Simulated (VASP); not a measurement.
# Ni: relaxation of cell and atoms with PBEsol+D3(BJ)

Ni:

```xyz
1
Lattice="0.0000 1.7376 1.7376 1.7376 0.0000 1.7376 1.7376 1.7376 0.0000" Properties=species:S:1:pos:R:3 pbc="T T T"
Ni    0.0000    0.0000    0.0000
```

```json
{"Program": "VASP 6.6.1", "Task": "relaxation of cell and atoms", "Functional": "PBEsol", "Dispersion": "D3(BJ)", "Potentials or basis": "VASP PAW PBE potentials, release 64 (Ni)", "Cutoff": "600 eV", "k mesh": "13 × 13 × 13", "Occupations": "fermi-dirac, width 0.05 eV", "Spin": "collinear spin, ferromagnetic start", "Starting moments": "[1.0] μB", "Further INCAR settings": "ALGO = Normal; EDIFF = 1e-06; IBRION = 2; EDIFFG = -0.005; NSW = 60; ISIF = 3"}
```

```json
{
  "Relaxed volume": "10.08 Å³/atom",
  "Relaxed cell": "a = 2.425 Å, b = 2.425 Å, c = 2.425 Å, α = 60.00°, β = 60.00°, γ = 60.00°",
  "Space group after relaxing (to 0.05 Å)": "Fm-3m (No. 225)",
  "Energy gained by relaxing": "12.4 meV/atom",
  "Ionic steps": "5",
  "Pressure after relaxing": "0.0 GPa",
  "Band gap on the k mesh": "none (metal or under the smearing width)",
  "Net moment": "0.62 μB per cell",
  "Site moments": "Ni +0.62 μB",
  "Valence electrons inside the program's atomic spheres": "Ni 9.46",
  "Dispersion energy per atom": "-0.451 eV"
}
```

Step by step:
```
step  energy change (eV)  largest force (eV/Å)  pressure (GPa)  volume (Å³)
   1              0.0000                0.0000           -9.15        10.49
   2              0.0060                0.0000           13.27         9.61
   3             -0.0124                0.0000           -0.09        10.08
   4             -0.0124                0.0000            0.09        10.07
   5             -0.0124                0.0000           -0.05        10.08
```

Final structure:
```
Ni
1.0
     0.00000    1.71442    1.71442
     1.71442    0.00000    1.71442
     1.71442    1.71442    0.00000
Ni
1
Direct
  0.00000 0.00000 0.00000
```

Levels at points of the mesh, in eV from the Fermi level:
Spin up:
| k point | band 2 | band 3 | band 4 | band 5 | band 6 | band 7 | band 8 | band 9 |
| --- | --- | --- | --- | --- | --- | --- | --- | --- |
| (0.00, 0.00, 0.00) | -2.63 | -2.63 | -2.63 | -1.33 | -1.33 | 24.34 | 28.79 | 28.79 |
Spin down:
| k point | band 2 | band 3 | band 4 | band 5 | band 6 | band 7 | band 8 | band 9 |
| --- | --- | --- | --- | --- | --- | --- | --- | --- |
| (0.00, 0.00, 0.00) | -1.92 | -1.92 | -1.92 | -0.72 | -0.72 | 24.25 | 28.79 | 28.79 |

It took 40 s on 1 thread of Intel(R) Xeon(R) Platinum 8488C (Sapphire Rapids) (shared host), peak memory 0.16 GiB.

Caveat: the PAW data sets were made with another functional, which shifts forces and pressure a little; pairwise dispersion overbinds metals, which lowers pressure and volume.
